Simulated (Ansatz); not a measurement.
**ZnO: how the settings move a single-point run**

How sensitive is a single-point run of ZnO to its settings? A reference run comes first, then six runs with altered input. The cell is built on a prototype (CsCl type) and needn't be the phase found in nature.

Computed with Ansatz 0.2.0 (reference: DFT, PBE, plane waves, PAW, unless a step's input says otherwise).

### 1 The system as given

Symmetry: Pm-3m, No. 221, cubic system. The conventional cell has a = 2.646 Å, b = 2.646 Å, c = 2.646 Å, α = 90.00°, β = 90.00°, γ = 90.00°. Zn (site symmetry m-3m) has 8 O at 2.29 Å as nearest neighbours. Around O (site symmetry m-3m) lie 8 Zn at 2.29 Å.

Structure file:

```cif
data_structure
_symmetry_space_group_name_H-M 'P 1'
_symmetry_Int_Tables_number 1
_cell_length_a 2.6462
_cell_length_b 2.6462
_cell_length_c 2.6462
_cell_angle_alpha 90.000
_cell_angle_beta 90.000
_cell_angle_gamma 90.000
_cell_volume 18.53
loop_
_atom_site_label
_atom_site_type_symbol
_atom_site_fract_x
_atom_site_fract_y
_atom_site_fract_z
_atom_site_occupancy
Zn1 Zn 0.00000 0.00000 0.00000 1
O1 O 0.50000 0.50000 0.50000 1
```

### 2 Baseline

File input.yaml:

```yaml
crystal:
  lattice:
    - [2.646170959, 0.0, 0.0]
    - [0.0, 2.646170959, 0.0]
    - [0.0, 0.0, 2.646170959]
  atoms:
    - { symbol: Zn, position: [0.0, 0.0, 0.0] }
    - { symbol: O, position: [0.5, 0.5, 0.5] }
kpoints:
  mp_grid: { grid: [6, 6, 6] }
hamiltonian:
  xc: pbe
scf:
  occupations: { method: fermi_dirac, width: 0.02 }
  n_extra_bands: 4
output:
  forces: true
  stress: true
  eigenvalues: true
  write_density: true
  write_potential: true
  elf: true
  volumetric_format: npy
```

On the command line:

```
> ansatz run input.yaml --threads 4 --pin off --max-ram 3686MiB --backend cpu --events-out ev --progress --plain --runs-dir out
```

Excerpt of the output:

```text
[...]
Basis set: ecut = 420 eV, 365 PW (Γ), exchange–correlation on 36×36×36 points (8 copies of the dense FFT grid, shifted against one another)
[...]
k-points: 20 of 216
[...]
SCF iter   1: F=—  HF=-3885.361885 eV  |F-HF|=—  |Δ(HF+E_count)|=         —  Δρ=3.02e-3  dr2=1.34e-3  ethr=1.77e-3  ⟨swp⟩=5.2  Hψ=1388  notcnv=0
preconditioner: auto → none  [insulator: Δε(μ)=1.511 eV  Ē_g=16.418 eV  σ=0.020 eV  W_gap=0.86  n_scr=6 (ndim 8)  ℏωp=36.6 eV  f_vac=0.000  D(μ)=0.41/eV (n_scr^D=0)  ε∞_Penn≈6.0]
SCF iter   2: F=—  HF=-3885.362289 eV  |F-HF|=—  |Δ(HF+E_count)|=   4.04e-4  Δρ=8.00e-4  dr2=8.15e-5  ethr=7.47e-6  ⟨swp⟩=2.3  Hψ=602  notcnv=0
[...]
SCF iter   5: F=-3885.362242 eV  HF=-3885.362242 eV  |F-HF|=1.30e-8  |Δ(HF+E_count)|=   3.34e-7  Δρ=1.24e-5  dr2=1.42e-8  ethr=1.32e-9  ⟨swp⟩=2.1  Hψ=442  notcnv=0
SCF iter   6: F=-3885.362242 eV  HF=-3885.362242 eV  |F-HF|=3.18e-10  |Δ(HF+E_count)|=   2.23e-9  Δρ=1.90e-6  dr2=2.79e-10  ethr=7.88e-11  ⟨swp⟩=4.8  Hψ=1360  notcnv=0
[...]
SCF converged after 6 iterations
Free energy (F): -3885.362242 eV
[...]
E sigma→0 (E₀):  -3885.361932 eV
[...]
Fermi energy:    11.366576 eV
[...]
  P = ⅓ Tr σ = 8.5204 GPa (85.204 kbar)
[...]
```

It took 0.48 s on 4 threads of Arm Neoverse N1, shared host; peak memory 0.27 GiB.

### 3 Changed: occupations.method cold, occupations.width 0.5

Changes to input.yaml since step 2:

```diff
@@ -13,3 +13,3 @@
 scf:
-  occupations: { method: fermi_dirac, width: 0.02 }
+  occupations: { method: cold, width: 0.5 }
   n_extra_bands: 4
@@ -19,5 +19 @@
   eigenvalues: true
-  write_density: true
-  write_potential: true
-  elf: true
-  volumetric_format: npy
```

On the command line:

```
> ansatz run input.yaml --threads 4 --pin off --max-ram 3686MiB --backend cpu --events-out ev --progress --plain --runs-dir out
```

Output (excerpt; [...] marks lines left out):

```text
Warning: RAYON_NUM_THREADS=4 ignored (pool sized by the plan → 4); use --threads N
scf.n_extra_bands = 4 over 9 filled bands (N_el = 18.0): the run solves 13 bands
[...]
Pseudopotentials: kind: paw
Pseudopotential: Zn, paw, valence charge 12, recommended cutoff 420 eV (normal), Zn.paw.azcp
Pseudopotential: O, paw, valence charge 6, recommended cutoff 420 eV (normal), O.paw.azcp
Functional definition: PBE
[...]
Crystal: 2 atoms, lattice volume = 18.529 Å³
Basis set: ecut = 420 eV, 365 PW (Γ), exchange–correlation on 36×36×36 points (8 copies of the dense FFT grid, shifted against one another)
Bands: 13, of which v1, the nominal top of the filled ones, is band 9 counted from 1 (8 counted from 0)
Symmetry: 48 space group operations
Space group: Pm-3m (ITA 221), of the structure as read, at distance tolerance 2.6e-5 Å
k-points: 20 of 216
[...]
SCF iter   1: F=—  HF=-3885.326511 eV  |F-HF|=—  |Δ(HF+E_count)|=         —  Δρ=2.07e-3  dr2=5.07e-4  ethr=1.77e-3  ⟨swp⟩=4.2  Hψ=1245  notcnv=0
[...]
SCF iter   5: F=-3885.327067 eV  HF=-3885.327067 eV  |F-HF|=1.84e-8  |Δ(HF+E_count)|=   1.03e-6  S|Δr|=    0.00e0  Δρ=1.60e-5  dr2=1.32e-8  ethr=5.56e-10  ⟨swp⟩=5.5  Hψ=1256  notcnv=0
[...]
SCF converged after 5 iterations
Stability not checked: this state was not tested for a lower state beside it, because cold or Methfessel-Paxton smearing, or corrected tetrahedra, fill the levels in a way that the test cannot read (fill_not_monotonic; see scf.lower_state_search)
Free energy (F): -3885.327067 eV
[...]
E sigma→0 (E₀):  -3885.349788 eV
Entropy (-TS):   0.068163 eV (34.082 meV/atom)
Fermi energy:    11.509005 eV
[...]
--- Forces (eV/Å), atoms counted from 1 ---
  atom   1  Zn    -0.00000000     0.00000000    -0.00000000
  atom   2  O      0.00000000    -0.00000000     0.00000000
[...]
--- Stress (GPa, compression-positive) ---
        8.364461      -0.000000       0.000000
        0.000000       8.364461       0.000000
        0.000000       0.000000       8.364461
  P = ⅓ Tr σ = 8.3645 GPa (83.645 kbar)
--- Band table (eV; the first three rows and the last of 20) ---
  k-point 0: bands = ["-7.5259", "4.7688", "4.7688", "5.9623", "5.9623", "5.9623", "10.0115", "10.0115", "10.0115", "10.7414", "25.6423", "25.6423", "29.3028"]
[...]
```

Wall time 0.4 s (4 threads of Arm Neoverse N1, shared host); peak memory 0.26 GiB.

Changing the smearing moves the energy by +6.1 meV/atom (σ→0 values).

### 4 Changed: occupations.method cold, occupations.width 0.2

Changes to input.yaml since step 2:

```diff
@@ -13,3 +13,3 @@
 scf:
-  occupations: { method: fermi_dirac, width: 0.02 }
+  occupations: { method: cold, width: 0.2 }
   n_extra_bands: 4
@@ -19,5 +19 @@
   eigenvalues: true
-  write_density: true
-  write_potential: true
-  elf: true
-  volumetric_format: npy
```

On the command line:

```
> ansatz run input.yaml --threads 4 --pin off --max-ram 3686MiB --backend cpu --events-out ev --progress --plain --runs-dir out
```

Output (excerpt; [...] marks lines left out):

```text
Warning: RAYON_NUM_THREADS=4 ignored (pool sized by the plan → 4); use --threads N
scf.n_extra_bands = 4 over 9 filled bands (N_el = 18.0): the run solves 13 bands
[...]
[... 4 set-up lines as earlier in the session ...]
[...]
Crystal: 2 atoms, lattice volume = 18.529 Å³
Basis set: ecut = 420 eV, 365 PW (Γ), exchange–correlation on 36×36×36 points (8 copies of the dense FFT grid, shifted against one another)
Bands: 13, of which v1, the nominal top of the filled ones, is band 9 counted from 1 (8 counted from 0)
[... 2 set-up lines as earlier in the session ...]
k-points: 20 of 216
[...]
SCF converged after 5 iterations
Stability not checked: this state was not tested for a lower state beside it, because cold or Methfessel-Paxton smearing, or corrected tetrahedra, fill the levels in a way that the test cannot read (fill_not_monotonic; see scf.lower_state_search)
Free energy (F): -3885.355999 eV
[...]
E sigma→0 (E₀):  -3885.360518 eV
Entropy (-TS):   0.013557 eV (6.779 meV/atom)
Fermi energy:    11.387851 eV
[...]
--- Forces (eV/Å), atoms counted from 1 ---
  atom   1  Zn    -0.00000000     0.00000000     0.00000000
  atom   2  O      0.00000000    -0.00000000     0.00000000
[...]
--- Stress (GPa, compression-positive) ---
        8.353875       0.000000       0.000000
        0.000000       8.353875       0.000000
        0.000000       0.000000       8.353875
  P = ⅓ Tr σ = 8.3539 GPa (83.539 kbar)
--- Band table (eV; the first three rows and the last of 20) ---
  k-point 0: bands = ["-7.5124", "4.7460", "4.7460", "5.9369", "5.9369", "5.9369", "10.0272", "10.0272", "10.0272", "10.7429", "25.6405", "25.6405", "29.3023"]
[...]
```

It took 0.4 s on 4 threads of Arm Neoverse N1, shared host; peak memory 0.26 GiB.

Changing the smearing moves the energy by +0.7 meV/atom (σ→0 values).

### 5 Variant: ecutrho_ratio 12

Changes to input.yaml since step 2:

```diff
@@ -15,2 +15,3 @@
   n_extra_bands: 4
+  max_iter: 97
 output:
@@ -19,5 +20,3 @@
   eigenvalues: true
-  write_density: true
-  write_potential: true
-  elf: true
-  volumetric_format: npy
+basis:
+  ecutrho_ratio: 12
```

On the command line:

```
> ansatz run input.yaml --threads 4 --pin off --max-ram 3686MiB --backend cpu --events-out ev --progress --plain --runs-dir out
```

Output (excerpt; [...] marks lines left out):

```text
Warning: RAYON_NUM_THREADS=4 ignored (pool sized by the plan → 4); use --threads N
scf.n_extra_bands = 4 over 9 filled bands (N_el = 18.0): the run solves 13 bands
[...]
[... 4 set-up lines as earlier in the session ...]
[...]
Crystal: 2 atoms, lattice volume = 18.529 Å³
Basis set: ecut = 420 eV, 365 PW (Γ), exchange–correlation on 64×64×64 points (8 copies of the dense FFT grid, shifted against one another)
Bands: 13, of which v1, the nominal top of the filled ones, is band 9 counted from 1 (8 counted from 0)
[... 2 set-up lines as earlier in the session ...]
k-points: 20 of 216
[...]
SCF iter   1: F=—  HF=-3885.361816 eV  |F-HF|=—  |Δ(HF+E_count)|=         —  Δρ=3.02e-3  dr2=1.35e-3  ethr=1.77e-3  ⟨swp⟩=5.2  Hψ=1389  notcnv=0
[...]
SCF iter   6: F=-3885.362247 eV  HF=-3885.362247 eV  |F-HF|=3.15e-10  |Δ(HF+E_count)|=   1.59e-9  Δρ=1.98e-6  dr2=2.92e-10  ethr=8.30e-11  ⟨swp⟩=2.4  Hψ=924  notcnv=0
[...]
SCF converged after 6 iterations
Free energy (F): -3885.362247 eV
[...]
E sigma→0 (E₀):  -3885.361937 eV
Entropy (-TS):   -0.000620 eV (-0.310 meV/atom)
Fermi energy:    11.366579 eV
[...]
--- Forces (eV/Å), atoms counted from 1 ---
  atom   1  Zn    -0.00000000     0.00000000    -0.00000000
  atom   2  O      0.00000000    -0.00000000     0.00000000
[...]
--- Stress (GPa, compression-positive) ---
        8.520456       0.000000       0.000000
        0.000000       8.520456       0.000000
        0.000000       0.000000       8.520456
  P = ⅓ Tr σ = 8.5205 GPa (85.205 kbar)
--- Band table (eV; the first three rows and the last of 20) ---
  k-point 0: bands = ["-7.5131", "4.7510", "4.7510", "5.9425", "5.9425", "5.9425", "10.0265", "10.0265", "10.0265", "10.7434", "25.6411", "25.6411", "29.3031"]
[...]
```

Run time: 0.49 s. Hardware: 4 threads of Arm Neoverse N1, shared host; peak memory 0.29 GiB.

Changing the numerical grids hardly moves the energy: 0.0 meV/atom.

### 6 Changing settings: occupations.width 0.05

Changes to input.yaml since step 2:

```diff
@@ -13,3 +13,3 @@
 scf:
-  occupations: { method: fermi_dirac, width: 0.02 }
+  occupations: { method: fermi_dirac, width: 0.05 }
   n_extra_bands: 4
@@ -19,5 +19 @@
   eigenvalues: true
-  write_density: true
-  write_potential: true
-  elf: true
-  volumetric_format: npy
```

On the command line:

```
> ansatz run input.yaml --threads 4 --pin off --max-ram 3686MiB --backend cpu --events-out ev --progress --plain --runs-dir out
```

Output (excerpt; [...] marks lines left out):

```text
Warning: RAYON_NUM_THREADS=4 ignored (pool sized by the plan → 4); use --threads N
scf.n_extra_bands = 4 over 9 filled bands (N_el = 18.0): the run solves 13 bands
[...]
[... 4 set-up lines as earlier in the session ...]
[...]
Crystal: 2 atoms, lattice volume = 18.529 Å³
Basis set: ecut = 420 eV, 365 PW (Γ), exchange–correlation on 36×36×36 points (8 copies of the dense FFT grid, shifted against one another)
Bands: 13, of which v1, the nominal top of the filled ones, is band 9 counted from 1 (8 counted from 0)
[... 2 set-up lines as earlier in the session ...]
k-points: 20 of 216
[...]
SCF iter   1: F=—  HF=-3885.362948 eV  |F-HF|=—  |Δ(HF+E_count)|=         —  Δρ=3.00e-3  dr2=1.32e-3  ethr=1.77e-3  ⟨swp⟩=5.2  Hψ=1388  notcnv=0
[...]
SCF iter   6: F=-3885.363296 eV  HF=-3885.363296 eV  |F-HF|=3.32e-10  |Δ(HF+E_count)|=   2.09e-9  Δρ=1.88e-6  dr2=2.59e-10  ethr=7.71e-11  ⟨swp⟩=2.4  Hψ=923  notcnv=0
[...]
SCF converged after 6 iterations
Free energy (F): -3885.363296 eV
[...]
E sigma→0 (E₀):  -3885.362332 eV
Entropy (-TS):   -0.001927 eV (-0.963 meV/atom)
Fermi energy:    11.450070 eV
[...]
--- Forces (eV/Å), atoms counted from 1 ---
  atom   1  Zn     0.00000000     0.00000000     0.00000000
  atom   2  O      0.00000000    -0.00000000     0.00000000
[...]
--- Stress (GPa, compression-positive) ---
        8.531080       0.000000       0.000000
        0.000000       8.531080       0.000000
        0.000000       0.000000       8.531080
  P = ⅓ Tr σ = 8.5311 GPa (85.311 kbar)
--- Band table (eV; the first three rows and the last of 20) ---
  k-point 0: bands = ["-7.5133", "4.7516", "4.7516", "5.9432", "5.9432", "5.9432", "10.0263", "10.0263", "10.0263", "10.7435", "25.6411", "25.6411", "29.3032"]
[...]
```

Run time: 0.42 s. Hardware: 4 threads of Arm Neoverse N1, shared host; peak memory 0.26 GiB.

Changing the smearing hardly moves the energy: -0.2 meV/atom.

### 7 Changed: occupations.width 0.2

Changes to input.yaml since step 2:

```diff
@@ -13,3 +13,3 @@
 scf:
-  occupations: { method: fermi_dirac, width: 0.02 }
+  occupations: { method: fermi_dirac, width: 0.2 }
   n_extra_bands: 4
@@ -19,5 +19 @@
   eigenvalues: true
-  write_density: true
-  write_potential: true
-  elf: true
-  volumetric_format: npy
```

On the command line:

```
> ansatz run input.yaml --threads 4 --pin off --max-ram 3686MiB --backend cpu --events-out ev --progress --plain --runs-dir out
```

Output (excerpt; [...] marks lines left out):

```text
Warning: RAYON_NUM_THREADS=4 ignored (pool sized by the plan → 4); use --threads N
scf.n_extra_bands = 4 over 9 filled bands (N_el = 18.0): the run solves 13 bands
[...]
[... 4 set-up lines as earlier in the session ...]
[...]
Crystal: 2 atoms, lattice volume = 18.529 Å³
Basis set: ecut = 420 eV, 365 PW (Γ), exchange–correlation on 36×36×36 points (8 copies of the dense FFT grid, shifted against one another)
Bands: 13, of which v1, the nominal top of the filled ones, is band 9 counted from 1 (8 counted from 0)
[... 2 set-up lines as earlier in the session ...]
k-points: 20 of 216
[...]
SCF iter   1: F=—  HF=-3885.370218 eV  |F-HF|=—  |Δ(HF+E_count)|=         —  Δρ=2.95e-3  dr2=1.26e-3  ethr=1.77e-3  ⟨swp⟩=4.7  Hψ=1312  notcnv=0
[...]
SCF iter   6: F=-3885.370551 eV  HF=-3885.370551 eV  |F-HF|=3.63e-10  |Δ(HF+E_count)|=   1.11e-9  Δρ=1.76e-6  dr2=2.10e-10  ethr=7.81e-11  ⟨swp⟩=2.5  Hψ=902  notcnv=0
[...]
SCF converged after 6 iterations
Free energy (F): -3885.370551 eV
[...]
E sigma→0 (E₀):  -3885.364379 eV
Entropy (-TS):   -0.012344 eV (-6.172 meV/atom)
Fermi energy:    12.035977 eV
[...]
--- Forces (eV/Å), atoms counted from 1 ---
  atom   1  Zn    -0.00000000     0.00000000    -0.00000000
  atom   2  O      0.00000000    -0.00000000     0.00000000
[...]
--- Stress (GPa, compression-positive) ---
        8.603574      -0.000000       0.000000
       -0.000000       8.603574       0.000000
        0.000000       0.000000       8.603574
  P = ⅓ Tr σ = 8.6036 GPa (86.036 kbar)
--- Band table (eV; the first three rows and the last of 20) ---
  k-point 0: bands = ["-7.5142", "4.7526", "4.7526", "5.9442", "5.9442", "5.9442", "10.0252", "10.0252", "10.0252", "10.7433", "25.6411", "25.6411", "29.3031"]
[...]
```

Run time: 0.42 s. Hardware: 4 threads of Arm Neoverse N1, shared host; peak memory 0.26 GiB.

Changing the smearing moves the energy by -1.2 meV/atom (σ→0 values).

### 8 Changing settings: mp_grid.grid [5, 5, 5]

Changes to input.yaml since step 2:

```diff
@@ -9,3 +9,3 @@
 kpoints:
-  mp_grid: { grid: [6, 6, 6] }
+  mp_grid: { grid: [5, 5, 5] }
 hamiltonian:
@@ -19,5 +19 @@
   eigenvalues: true
-  write_density: true
-  write_potential: true
-  elf: true
-  volumetric_format: npy
```

On the command line:

```
> ansatz run input.yaml --threads 4 --pin off --max-ram 3686MiB --backend cpu --events-out ev --progress --plain --runs-dir out
```

Output (excerpt; [...] marks lines left out):

```text
Warning: RAYON_NUM_THREADS=4 ignored (pool sized by the plan → 4); use --threads N
scf.n_extra_bands = 4 over 9 filled bands (N_el = 18.0): the run solves 13 bands
[...]
[... 4 set-up lines as earlier in the session ...]
[...]
Crystal: 2 atoms, lattice volume = 18.529 Å³
Basis set: ecut = 420 eV, 365 PW (Γ), exchange–correlation on 36×36×36 points (8 copies of the dense FFT grid, shifted against one another)
Bands: 13, of which v1, the nominal top of the filled ones, is band 9 counted from 1 (8 counted from 0)
[... 2 set-up lines as earlier in the session ...]
k-points: 10 of 125
[...]
SCF iter   1: F=—  HF=-3885.350854 eV  |F-HF|=—  |Δ(HF+E_count)|=         —  Δρ=3.09e-3  dr2=1.35e-3  ethr=1.77e-3  ⟨swp⟩=5.0  Hψ=678  notcnv=0
[...]
SCF iter   6: F=-3885.351151 eV  HF=-3885.351151 eV  |F-HF|=3.31e-10  |Δ(HF+E_count)|=  3.43e-10  Δρ=1.95e-6  dr2=2.79e-10  ethr=8.60e-11  ⟨swp⟩=2.0  Hψ=425  notcnv=0
[...]
SCF converged after 6 iterations
Free energy (F): -3885.351151 eV
[...]
E sigma→0 (E₀):  -3885.350413 eV
Entropy (-TS):   -0.001476 eV (-0.738 meV/atom)
Fermi energy:    11.270430 eV
[...]
--- Forces (eV/Å), atoms counted from 1 ---
  atom   1  Zn     0.00000000     0.00000000     0.00000000
  atom   2  O      0.00000000     0.00000000     0.00000000
[...]
--- Stress (GPa, compression-positive) ---
        8.717457       0.000000       0.000000
        0.000000       8.717457       0.000000
        0.000000       0.000000       8.717457
  P = ⅓ Tr σ = 8.7175 GPa (87.175 kbar)
--- Band table (eV; the first three rows and the last of 10) ---
  k-point 0: bands = ["-7.5132", "4.7517", "4.7517", "5.9432", "5.9432", "5.9432", "10.0265", "10.0265", "10.0265", "10.7438", "25.6415", "25.6415", "29.3035"]
[...]
```

Run time: 0.36 s. Hardware: 4 threads of Arm Neoverse N1, shared host; peak memory 0.26 GiB.

Changing the k-point mesh moves the energy by +5.5 meV/atom. Sampling errors of the energy have no fixed sign.

### 9 Comparison

| run | ending | energy change | pressure (GPa) | gap (eV) | force (eV/Å) | cycles | time |
| --- | --- | --- | --- | --- | --- | --- | --- |
| reference | converged | 0 | 8.5 | 0.00 | 0.00 | 6 | 0.48 s |
| 1: occupations.method cold, occupations.width 0.5 | converged | +6.1 meV/atom (σ→0) | 8.4 | 0.00 | 0.00 | 5 | 0.4 s |
| 2: occupations.method cold, occupations.width 0.2 | converged | +0.7 meV/atom (σ→0) | 8.4 | 0.00 | 0.00 | 5 | 0.4 s |
| 3: ecutrho_ratio 12 | converged | 0.0 meV/atom | 8.5 | 0.00 | 0.00 | 6 | 0.49 s |
| 4: occupations.width 0.05 | converged | -0.2 meV/atom (σ→0) | 8.5 | 0.00 | 0.00 | 6 | 0.42 s |
| 5: occupations.width 0.2 | converged | -1.2 meV/atom (σ→0) | 8.6 | 0.00 | 0.00 | 6 | 0.42 s |
| 6: mp_grid.grid [5, 5, 5] | converged | +5.5 meV/atom | 8.7 | 0.00 | 0.00 | 6 | 0.36 s |

Times don't compare one to one where runs were asked for different outputs or read a saved state (see the inputs); cycles may leave out searches for a lower state.

Residual by cycle in the longest SCF loop of each run; runs are numbered as in the table. The quantity is the density residual dr2, in eV.

| cycle | reference | run 1 | run 2 | run 3 | run 4 | run 5 | run 6 |
| --- | --- | --- | --- | --- | --- | --- | --- |
| 1 | 0.00134 | 5.1e-4 | 0.00143 | 0.00135 | 0.00132 | 0.00126 | 0.00135 |
| 2 | 8.2e-5 | 3.7e-5 | 8.2e-5 | 8.1e-5 | 8.1e-5 | 7.8e-5 | 7.9e-5 |
| 3 | 4.6e-6 | 4.4e-6 | 7.9e-6 | 4.7e-6 | 4.4e-6 | 4.6e-6 | 7.2e-6 |
| 4 | 2.4e-7 | 3.6e-7 | 3.6e-7 | 2.4e-7 | 2.3e-7 | 2.3e-7 | 3.4e-7 |
| 5 | 1.4e-8 | 1.3e-8 | 2.2e-8 | 1.5e-8 | 1.4e-8 | 1.4e-8 | 1.5e-8 |
| 6 | 2.8e-10 | - | - | 2.9e-10 | 2.6e-10 | 2.1e-10 | 2.8e-10 |

What this shows: Semilocal functionals close small gaps, so the missing gap need not be the real solid's.
